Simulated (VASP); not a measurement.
# FeSi (P2_13) in VASP: further runs, part 2 of 2

VASP 6.6.1.

### Step 4. Relaxation of cell and atoms, PBE, target pressure 50.7 GPa, at which the enthalpy is minimised

This run uses another cell than the first one, of 9.38 Å³/atom, 0.898 times its volume.

INCAR reads:

```
PREC = Accurate ; ENCUT = 600
EDIFF = 1E-7 ; ISMEAR = 0
SIGMA = 0.03 ; LREAL = F
LASPH = T ; NELM = 80
ALGO = Normal ; ISIF = 3
LWAVE = F ; LCHARG = F
GGA = PE ; IBRION = 2
NSW = 90 ; EDIFFG = -0.005
PSTRESS = 507.0 ; KPAR = 2
```

KPOINTS reads:

```
regular mesh
0
Gamma
  8 8 8
```

POSCAR reads:

```
FeSi                                    
1.0
    4.2184599198      0.0000000000      0.0000000000
   -0.0000000000      4.2184599198     -0.0000000000
    0.0000000000     -0.0000000000      4.2184599198
  Fe              Si            
     4     4
Direct
     0.1416375449345927    0.1416375449345927    0.1416375449345927
     0.3583624550654073    0.8583624550654071    0.6416375449345929
     0.6416375449345929    0.3583624550654073    0.8583624550654071
     0.8583624550654071    0.6416375449345929    0.3583624550654073
     0.8431657650807045    0.8431657650807045    0.8431657650807045
     0.6568342349192955    0.1568342349192954    0.3431657650807047
     0.3431657650807047    0.6568342349192955    0.1568342349192954
     0.1568342349192954    0.3431657650807047    0.6568342349192955
```

Potentials or basis: VASP PAW PBE potentials, release 64 (Fe, Si).

Command:

```
cat potpaw_PBE.64/Fe/POTCAR potpaw_PBE.64/Si/POTCAR > POTCAR
mpirun -np 2 vasp_std > vasp.out
```

OUTCAR:

```text
PREC = Accurate
   ENCUT = 600
   EDIFF = 1E-7
   ISMEAR = 0
   LREAL = F
   LASPH = T
   NELM = 80
   ISIF = 3
   GGA = PE
   IBRION = 2
   NSW = 90
   EDIFFG = -0.005
   PSTRESS = 507.0

 ion  position               nearest neighbor table
   1  0.142  0.142  0.142-   5 2.18   6 2.22   7 2.22   8 2.22   7 2.33   8 2.33   6 2.33   3 2.59
                             4 2.59   2 2.59   2 2.59   4 2.59   3 2.59
   2  0.358  0.858  0.642-   6 2.18   5 2.22   7 2.22   8 2.22   7 2.33   8 2.33   5 2.33   3 2.59
                             4 2.59   1 2.59   4 2.59   3 2.59   1 2.59
   3  0.642  0.358  0.858-   7 2.18   5 2.22   8 2.22   6 2.22   8 2.33   6 2.33   5 2.33   2 2.59
                             4 2.59   1 2.59   2 2.59   4 2.59   1 2.59
   4  0.858  0.642  0.358-   8 2.18   5 2.22   6 2.22   7 2.22   6 2.33   7 2.33   5 2.33   2 2.59
                             3 2.59   1 2.59   2 2.59   3 2.59   1 2.59
   5  0.843  0.843  0.843-   1 2.18   4 2.22   3 2.22   2 2.22   4 2.33   3 2.33   2 2.33   6 2.61
                             7 2.61   6 2.61   7 2.61   8 2.61   8 2.61
   6  0.657  0.157  0.343-   2 2.18   1 2.22   4 2.22   3 2.22   4 2.33   3 2.33   1 2.33   5 2.61
                             5 2.61   8 2.61   8 2.61   7 2.61   7 2.61
   7  0.343  0.657  0.157-   3 2.18   1 2.22   2 2.22   4 2.22   2 2.33   4 2.33   1 2.33   5 2.61
                             8 2.61   8 2.61   5 2.61   6 2.61   6 2.61
   8  0.157  0.343  0.657-   4 2.18   1 2.22   3 2.22   2 2.22   3 2.33   2 2.33   1 2.33   6 2.61
                             7 2.61   7 2.61   6 2.61   5 2.61   5 2.61

  LATTYP: Found a simple cubic cell.
 ALAT       =     4.2184599198

  Lattice vectors:

 A1 = (   4.2184599198,   0.0000000000,   0.0000000000)
 A2 = (   0.0000000000,   4.2184599198,   0.0000000000)
 A3 = (   0.0000000000,   0.0000000000,   4.2184599198)

Analysis of symmetry for initial positions (statically):
=====================================================================
 Subroutine PRICEL returns:
 Original cell was already a primitive cell.

 Routine SETGRP: Setting up the symmetry group for a
 simple cubic supercell.
[... 164 lines left out ...]
 conjugate gradient relaxation of ions
 non-spin polarized calculation
 Gauss-broadening in eV      SIGMA  =   0.03
  energy-cutoff  :      600.00
  volume of cell :       75.07
 maximum number of plane-waves:      2526
 NGX is ok and might be reduce to    36
   NGX = 17   NGY = 17   NGZ = 17

 number of electron      48.0000011 magnetization

 Free energy of the ion-electron system (eV)
  ---------------------------------------------------
  ext. energy  EPLUGINS =         0.00000000
  ---------------------------------------------------
  free energy    TOTEN  =       -57.01427547 eV

  energy without entropy =      -57.01427197  energy(sigma->0) =      -57.01427372

 E-fermi :  12.0048     XC(G=0): -13.6128

 val. band max:       11.9301077295   @ k =   0.5000   0.0000   0.0000
 cond. band min:      12.0807853649   @ k =   0.3750   0.1250   0.1250
 fundamental gap:      0.1506776354
 Fermi energy:        12.0048054809

 k-point     1 :       0.0000    0.0000    0.0000
  band No.  band energies     occupation
      1      -2.6354      2.00000
      2       3.2443      2.00000
      3       3.2443      2.00000
      4       3.2443      2.00000
      5       6.1689      2.00000
      6       6.1689      2.00000
[... 757 lines left out ...]
     28      14.6548      0.00000
     29      15.0257      0.00000

 [... further k-points ...]

------------------------ aborting loop because EDIFF is reached ----------------------------------------

  FORCE on cell =-STRESS in cart. coord.  units (eV):
  Direction    XX          YY          ZZ          XY          YZ          ZX
  --------------------------------------------------------------------------------------
  -------------------------------------------------------------------------------------
  Total       23.7557396     23.7557396     23.7557396      0.0000000     -0.0000000     -0.0000000
  in kB      507.0109720    507.0109720    507.0109720      0.0000000     -0.0000000     -0.0000000
  external PRESSURE =       0.0109720 kB  Pullay stress =     507.0000000 kB

 VOLUME and BASIS-vectors are now :
 -----------------------------------------------------------------------------
  energy-cutoff  :      600.00
  volume of cell :       75.07
      direct lattice vectors                 reciprocal lattice vectors
     4.218459920  0.000000000  0.000000000     0.237053337  0.000000000  0.000000000
     0.000000000  4.218459920  0.000000000     0.000000000  0.237053337  0.000000000
     0.000000000  0.000000000  4.218459920     0.000000000  0.000000000  0.237053337

 POSITION                                       TOTAL-FORCE (eV/Angst)
 -----------------------------------------------------------------------------------
      0.59749      0.59749      0.59749         0.001054      0.001054      0.001054
      1.51174      3.62097      2.70672        -0.001054     -0.001054      0.001054
      2.70672      1.51174      3.62097         0.001054     -0.001054     -0.001054
      3.62097      2.70672      1.51174        -0.001054      0.001054     -0.001054
      3.55686      3.55686      3.55686        -0.000856     -0.000856     -0.000856
      2.77083      0.66160      1.44763         0.000856      0.000856     -0.000856
      1.44763      2.77083      0.66160        -0.000856      0.000856      0.000856
      0.66160      1.44763      2.77083         0.000856     -0.000856      0.000856
 -----------------------------------------------------------------------------------
    total drift:                                0.000001      0.000000     -0.000000

  FREE ENERGIE OF THE ION-ELECTRON SYSTEM (eV)
  ---------------------------------------------------
  free  energy   TOTEN  =       -57.0142754665 eV

  energy  without entropy=      -57.0142719676  energy(sigma->0) =      -57.01427372

  enthalpy is  TOTEN    =       -33.2590499084 eV   P V=       23.7552255580

 reached required accuracy - stopping structural energy minimisation
```

OSZICAR:

```text
N       E                     dE             d eps       ncg     rms          rms(c)
DAV:   1     0.403794742696E+03    0.40379E+03   -0.22510E+04  2610   0.217E+03
DAV:   2    -0.201153250436E+02   -0.42391E+03   -0.41201E+03  2610   0.459E+02
DAV:   3    -0.625381212883E+02   -0.42423E+02   -0.38809E+02  3427   0.166E+02
DAV:   4    -0.645635882433E+02   -0.20255E+01   -0.19689E+01  3742   0.418E+01
DAV:   5    -0.646102337092E+02   -0.46645E-01   -0.46605E-01  3951   0.517E+00    0.393E+01
DAV:   6    -0.654260548684E+02   -0.81582E+00   -0.17838E+02  3910   0.160E+02    0.233E+01
DAV:   7    -0.574883669329E+02    0.79377E+01   -0.68770E+01  3930   0.110E+02    0.114E+01
DAV:   8    -0.570706812585E+02    0.41769E+00   -0.31210E+00  3792   0.182E+01    0.247E+00
DAV:   9    -0.570213492891E+02    0.49332E-01   -0.22433E-01  4125   0.485E+00    0.897E-01
DAV:  10    -0.570144100966E+02    0.69392E-02   -0.88372E-03  3734   0.839E-01    0.191E-01
DAV:  11    -0.570143086702E+02    0.10143E-03   -0.18455E-03  4120   0.454E-01    0.929E-02
DAV:  12    -0.570142893621E+02    0.19308E-04   -0.64436E-05  3630   0.921E-02    0.494E-02
DAV:  13    -0.570142751480E+02    0.14214E-04   -0.48951E-05  4130   0.600E-02    0.146E-02
DAV:  14    -0.570142747672E+02    0.38078E-06   -0.54192E-06  4046   0.268E-02    0.634E-03
DAV:  15    -0.570142753667E+02   -0.59949E-06   -0.14222E-06  3991   0.146E-02    0.243E-03
DAV:  16    -0.570142754665E+02   -0.99745E-07   -0.54773E-08  1785   0.166E-03
   1 F= -.33259050E+02 E0= -.33259048E+02  d E =-.332590E+02
```

Wall time 51 s (2 MPI ranks of AMD EPYC 9R45 (Zen 5), shared host); peak memory 0.23 GiB.

Results:

```yaml
Free_energy: -57.0143 eV
Pressure_after_relaxing: 50.7 GPa
Band_gap_on_the_k_mesh: 0.15 eV, indirect (least direct gap 0.17 eV)
```

Final structure:
```yaml
crystal:
  lattice:
    - [4.21846, 0.00000, 0.00000]
    - [0.00000, 4.21846, 0.00000]
    - [0.00000, 0.00000, 4.21846]
  atoms:
    - { symbol: Fe, position: [0.14164, 0.14164, 0.14164] }
    - { symbol: Fe, position: [0.35836, 0.85836, 0.64164] }
    - { symbol: Fe, position: [0.64164, 0.35836, 0.85836] }
    - { symbol: Fe, position: [0.85836, 0.64164, 0.35836] }
    - { symbol: Si, position: [0.84317, 0.84317, 0.84317] }
    - { symbol: Si, position: [0.65683, 0.15683, 0.34317] }
    - { symbol: Si, position: [0.34317, 0.65683, 0.15683] }
    - { symbol: Si, position: [0.15683, 0.34317, 0.65683] }
```

Caveat: the relaxation stopped at its first step, so nothing moved; the cell is relaxed towards a set pressure, so the enthalpy falls and the energy may rise.
